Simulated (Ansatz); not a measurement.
YN: equation of state with PBEsol

The system is YN.

```
Y N
1.0
     0.00000    2.43850    2.43850
     2.43850    0.00000    2.43850
     2.43850    2.43850    0.00000
Y N
1 1
Direct
  0.00000 0.00000 0.00000
  0.50000 0.50000 0.50000
```

* Program: Ansatz 0.2.0
* Task: equation of state
* Functional: PBEsol
* Potentials or basis: all-electron LAPW, scalar-relativistic
* Basis error allowed: 0.001 eV/atom
* k mesh: 9 × 9 × 9
* Occupations: fermi-dirac, width 0.05 eV
* Spin: no spin polarisation

The equilibrium volume is 14.32 Å³/atom. The bulk modulus is 171 GPa and the pressure derivative of the bulk modulus is 4.2.

Energy against volume, from the lowest point:
```csv
volume (Å³/atom),energy (meV/atom)
13.630,18.86
13.920,5.80
14.210,0.00
14.500,0.73
14.790,7.33
15.080,19.23
15.370,35.88
```

All runs of the series together: 54 s on 1 thread of AMD EPYC 7R43 64-Core Processor (Zen 3) (shared host).
